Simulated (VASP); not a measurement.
# MgO (I4/mmm) in VASP: further runs

Runs on MgO. Level: r2SCAN. Tasks: single point.

Everything below comes from runs of VASP 6.6.1. Logs are shortened: lines on timing, memory, paths and dates and some standing lists are left out, and cuts for length are marked.

### 1 The cell of the first run

It takes space group I4/mmm (No. 139, tetragonal). Conventional cell: a = 3.020 Å, b = 3.020 Å, c = 4.462 Å, α = 90.00°, β = 90.00°, γ = 90.00°. Mg (site symmetry 4/mmm) has 6 O at 2.14 to 2.23 Å as nearest neighbours. Around O (site symmetry 4/mmm) lie 6 Mg at 2.14 to 2.23 Å.

### 2 Single point, r2SCAN (strain +0.0450 x Voigt [1, 0, 0, 0, 0, 0], atoms carried along)

Input file INCAR:

```
PREC = Accurate
ENCUT = 520
EDIFF = 1E-6
ISMEAR = 0
SIGMA = 0.05
LREAL = F
LASPH = T
NELM = 80
ALGO = Normal
ISIF = 2
LWAVE = F
LCHARG = F
METAGGA = R2SCAN
LMIXTAU = T
NBANDS = 11
```

Input file KPOINTS:

```
Automatic mesh
0
Gamma
  10 10 10
```

Input file POSCAR:

```
MgO
1.0
    0.0000000000      2.1351500000      2.1351500000
    2.2312317500      0.0000000000      2.1351500000
    2.2312317500      2.1351500000      0.0000000000
Mg O
1 1
Direct
    0.0000000000      0.0000000000      0.0000000000
    0.5000000000      0.5000000000      0.5000000000
```

Potentials or basis: VASP PAW PBE potentials, release 64 (Mg, O).

On the command line:

```bash
> cat potpaw_PBE.64/Mg/POTCAR potpaw_PBE.64/O/POTCAR > POTCAR
> mpirun -np 1 vasp_std > vasp.out
```

OUTCAR:

```text
PREC = Accurate
   ENCUT = 520
   EDIFF = 1E-6
   ISMEAR = 0
   LREAL = F
   LASPH = T
   NELM = 80
   ISIF = 2
   METAGGA = R2SCAN

 ion  position               nearest neighbor table
   1  0.000  0.000  0.000-   2 2.14   2 2.14   2 2.14   2 2.14   2 2.23   2 2.23
   2  0.500  0.500  0.500-   1 2.14   1 2.14   1 2.14   1 2.14   1 2.23   1 2.23

  LATTYP: Found a body centered tetragonal cell.
 ALAT       =     3.0195580877
 C/A-ratio  =     1.4778531727

  Lattice vectors:

 A1 = (   2.2312317500,   0.0000000000,   2.1351500000)
 A2 = (   2.2312317500,   0.0000000000,  -2.1351500000)
 A3 = (  -2.2312317500,   2.1351500000,   0.0000000000)

Analysis of symmetry for initial positions (statically):
=====================================================================
 Subroutine PRICEL returns:
 Original cell was already a primitive cell.

 Routine SETGRP: Setting up the symmetry group for a
 body centered tetragonal supercell.

 Subroutine GETGRP returns: Found 16 space group operations
 (whereof 16 operations were pure point group operations)
 out of a pool of 16 trial point group operations.

The static configuration has the point symmetry D_4h.

Analysis of symmetry for dynamics (positions and initial velocities):
=====================================================================
 Subroutine PRICEL returns:
 Original cell was already a primitive cell.

 Routine SETGRP: Setting up the symmetry group for a
 body centered tetragonal supercell.

 Subroutine GETGRP returns: Found 16 space group operations
 (whereof 16 operations were pure point group operations)
 out of a pool of 16 trial point group operations.

The dynamic configuration has the point symmetry D_4h.

 Subroutine INISYM returns: Found 16 space group operations
 (whereof 16 operations are pure point group operations),
 and found     1 'primitive' translations

----------------------------------------------------------------------------------------

                                     Primitive cell

  volume of cell :      20.3438

  direct lattice vectors                    reciprocal lattice vectors
     0.000000000  2.135150000  2.135150000    -0.224091469  0.234175585  0.234175585
     2.231231750  0.000000000  2.135150000     0.224091469 -0.234175585  0.234175585
     2.231231750  2.135150000  0.000000000     0.224091469  0.234175585 -0.234175585

  length of vectors
     3.019558088  3.088245561  3.088245561     0.399866722  0.399866722  0.399866722

  position of ions in fractional coordinates (direct lattice)
     0.000000000  0.000000000  0.000000000
     0.500000000  0.500000000  0.500000000

  ion indices of the primitive-cell ions
   primitive index   ion index
                 1           1
                 2           2

----------------------------------------------------------------------------------------

 KPOINTS: Automatic mesh

Automatic generation of k-mesh.
 Grid dimensions read from file:
 generate k-points for:   10   10   10

 Generating k-lattice:

  Cartesian coordinates                     Fractional coordinates (reciprocal lattice)
    -0.022409147  0.023417558  0.023417558     0.100000000 -0.000000000 -0.000000000
     0.022409147 -0.023417558  0.023417558     0.000000000  0.100000000  0.000000000
     0.022409147  0.023417558 -0.023417558     0.000000000  0.000000000  0.100000000

  Length of vectors
     0.039986672  0.039986672  0.039986672

  Shift w.r.t. Gamma in fractional coordinates (k-lattice)
     0.000000000  0.000000000  0.000000000

 Subroutine IBZKPT returns following result:
 ===========================================

 Found    102 irreducible k-points:

 Following reciprocal coordinates:
            Coordinates               Weight
  0.000000  0.000000  0.000000      1.000000
  0.100000  0.000000  0.000000      8.000000
  0.200000  0.000000  0.000000      8.000000
  0.300000  0.000000  0.000000      8.000000
  0.400000  0.000000  0.000000      8.000000
  0.500000  0.000000  0.000000      4.000000
[... 16 lines left out ...]
  0.300000  0.300000  0.000000      4.000000
  0.400000  0.300000  0.000000     16.000000
 [... further k-points ...]
   k-points           NKPTS =    102   k-points in BZ     NKDIM =    102   number of bands    NBANDS=     11
   number of dos      NEDOS =    301   number of ions     NIONS =      2
   total plane-waves  NPLWV =  13824
   dimension x,y,z NGX =    24 NGY =   24 NGZ =   24
   dimension x,y,z NGXF=    48 NGYF=   48 NGZF=   48
   ions per type =               1   1
   NGX,Y,Z   is equivalent  to a cutoff of  13.21, 12.92, 12.92 a.u.
   NGXF,Y,Z  is equivalent  to a cutoff of  26.43, 25.84, 25.84 a.u.
 SYSTEM =  unknown system
   PREC   = accura    normal or accurate (medium, high low for compatibility)
   ISTART =      0    job   : 0-new  1-cont  2-samecut
   ICHARG =      2    charge: 1-file 2-atom 10-const
   ISPIN  =      1    spin polarized calculation?
   LNONCOLLINEAR =      F non collinear calculations
   LSORBIT =      F    spin-orbit coupling
   LASPH  =      T    aspherical Exc in radial PAW
   ENCUT  =  520.0 eV  38.22 Ry    6.18 a.u.   5.61  5.74  5.74*2*pi/ulx,y,z
   NELM   =     80;   NELMIN=  2; NELMDL= -5     # of ELM steps
   EDIFF  = 0.1E-05   stopping-criterion for ELM
   LREAL  =      F    real-space projection
   EDIFFG = 0.1E-04   stopping-criterion for IOM
   NSW    =      0    number of steps for IOM
   IBRION =     -1    ionic relax: 0-MD 1-quasi-New 2-CG
   NFREE  =      0    steps in history (QN), initial steepest desc. (CG)
   ISIF   =      2    stress and relaxation
   ISYM   =      2    0-nonsym 1-usesym 2-fastsym
   POTIM  = 0.5000    time-step for ionic-motion
   TEBEG  =    0.0;   TEEND  =   0.0 temperature during run
   PSTRESS=    0.0 pullay stress
   NELECT =       8.0000    total number of electrons
   NUPDOWN=      -1.0000    fix difference up-down
   EMIN   =  10.00;   EMAX   =-10.00  energy-range for DOS
   EFERMI =   0.00;   METHOD = LEGACY
   ISMEAR =     0;   SIGMA  =   0.05  broadening in eV -4-tet -1-fermi 0-gaus
   EFERMI_NEDOS =   21; number of points for ismear=-14 and -15
   IALGO  =     38    algorithm
   IMIX   =      4    mixing-type and parameters
     AMIX     =   0.40;   BMIX     =  1.00
     AMIX_MAG =   1.60;   BMIX_MAG =  1.00
  volume/ion in A,a.u.               =      10.17        68.64
  Fermi-wavevector in a.u.,A,eV,Ry     =   1.199392  2.266521 19.572528  1.438540
  Thomas-Fermi vector in A             =   2.335255
   LORBIT       =      0    0 simple, 1 ext, 2 COOP (PROOUT), +10 PAW based schemes
   METAGGA = R2SCAN    functional components
   LHFCALC =     F    Hartree Fock is set to
   AEXX    =    0.0000 exact exchange contribution
   IVDW    =     0    specifies the selected vdW correction
   LEPSILON=     F    determine dielectric tensor
   LRPA    =     F    only Hartree local field effects (RPA)
 non-spin polarized calculation
 Gauss-broadening in eV      SIGMA  =   0.05
  energy-cutoff  :      520.00
  volume of cell :       20.34
 maximum number of plane-waves:       560
   NGX = 11   NGY = 11   NGZ = 11

 number of electron       7.9999997 magnetization

 Free energy of the ion-electron system (eV)
  ---------------------------------------------------
  ext. energy  EPLUGINS =         0.00000000
  ---------------------------------------------------
  free energy    TOTEN  =       -16.06759155 eV

  energy without entropy =      -16.06759155  energy(sigma->0) =      -16.06759155

 E-fermi :   2.4469     XC(G=0): -11.1607

 val. band max:        2.2390522852   @ k =   0.0000   0.0000   0.0000
 cond. band min:       6.9542836461   @ k =   0.0000   0.0000   0.0000
 fundamental gap:      4.7152313609
 Fermi energy:         2.4469139253

 k-point     1 :       0.0000    0.0000    0.0000
  band No.  band energies     occupation
      1     -15.6151      2.00000
      2       2.1427      2.00000
      3       2.1427      2.00000
      4       2.2391      2.00000
      5       6.9543      0.00000
      6      18.2305      0.00000
      7      18.6757      0.00000
      8      18.6757      0.00000
      9      22.4372      0.00000
     10      23.4240      0.00000
     11      24.8032      0.00000

 k-point     2 :       0.1000    0.0000    0.0000
  band No.  band energies     occupation
      1     -15.5261      2.00000
      2       1.5637      2.00000
      3       2.0907      2.00000
      4       2.1432      2.00000
      5       7.5712      0.00000
      6      17.2916      0.00000
      7      18.5828      0.00000
      8      18.9088      0.00000
      9      22.6478      0.00000
     10      23.8556      0.00000
     11      23.9700      0.00000

 k-point     3 :       0.2000    0.0000    0.0000
  band No.  band energies     occupation
      1     -15.2834      2.00000
      2       0.3372      2.00000
      3       1.9581      2.00000
      4       1.9681      2.00000
      5       8.7857      0.00000
      6      15.7560      0.00000
      7      18.8832      0.00000
      8      19.3995      0.00000
      9      22.1120      0.00000
     10      22.9777      0.00000
     11      24.5527      0.00000
[... 267 lines left out ...]
 k-point    23 :       0.3000    0.3000    0.0000
  band No.  band energies     occupation
      1     -14.7649      2.00000
      2      -0.7443      2.00000
      3       1.1585      2.00000
      4       1.3895      2.00000
      5      11.1031      0.00000
      6      13.2614      0.00000
      7      17.0977      0.00000
      8      19.9034      0.00000
      9      20.4303      0.00000
     10      26.4033      0.00000
     11      29.7311      0.00000

 k-point    24 :       0.4000    0.3000    0.0000
  band No.  band energies     occupation
      1     -14.5628      2.00000
      2      -1.1212      2.00000
      3       0.8975      2.00000
      4       1.1846      2.00000
      5      11.8869      0.00000
      6      12.9206      0.00000
      7      16.2431      0.00000
      8      20.1405      0.00000
      9      20.8022      0.00000
     10      27.1376      0.00000
     11      29.1799      0.00000

 [... further k-points ...]

------------------------ aborting loop because EDIFF is reached ----------------------------------------

  FORCE on cell =-STRESS in cart. coord.  units (eV):
  Direction    XX          YY          ZZ          XY          YZ          ZX
  --------------------------------------------------------------------------------------
  -------------------------------------------------------------------------------------
  Total       -2.0637799     -1.4681927     -1.4681927      0.0000000      0.0000000     -0.0000000
  in kB     -162.5333583   -115.6277824   -115.6277824      0.0000000      0.0000000     -0.0000000
  external PRESSURE =    -131.2629744 kB  Pullay stress =       0.0000000 kB

 VOLUME and BASIS-vectors are now :
 -----------------------------------------------------------------------------
  energy-cutoff  :      520.00
  volume of cell :       20.34
      direct lattice vectors                 reciprocal lattice vectors
     0.000000000  2.135150000  2.135150000    -0.224091469  0.234175585  0.234175585
     2.231231750  0.000000000  2.135150000     0.224091469 -0.234175585  0.234175585
     2.231231750  2.135150000  0.000000000     0.224091469  0.234175585 -0.234175585

 POSITION                                       TOTAL-FORCE (eV/Angst)
 -----------------------------------------------------------------------------------
      0.00000      0.00000      0.00000         0.000000     -0.000000      0.000000
      2.23123      2.13515      2.13515        -0.000000      0.000000     -0.000000
 -----------------------------------------------------------------------------------
    total drift:                               -0.000000     -0.000000      0.000000

  FREE ENERGIE OF THE ION-ELECTRON SYSTEM (eV)
  ---------------------------------------------------
  free  energy   TOTEN  =       -16.0675915468 eV

  energy  without entropy=      -16.0675915468  energy(sigma->0) =      -16.06759155
```

Wall time 2 min (1 thread of Intel Xeon Platinum 8175M at 2.50GHz (Skylake/Cascade Lake), shared host); peak memory 0.16 GiB.

What came out:

```yaml
Free_energy: -16.0676 eV
Pressure: -13.1 GPa
Band_gap_on_the_k_mesh: 4.72 eV, direct
```

Caveat: the PAW data sets were made with another functional, which shifts forces and pressure a little.

(Continued in part 2 of 2.)
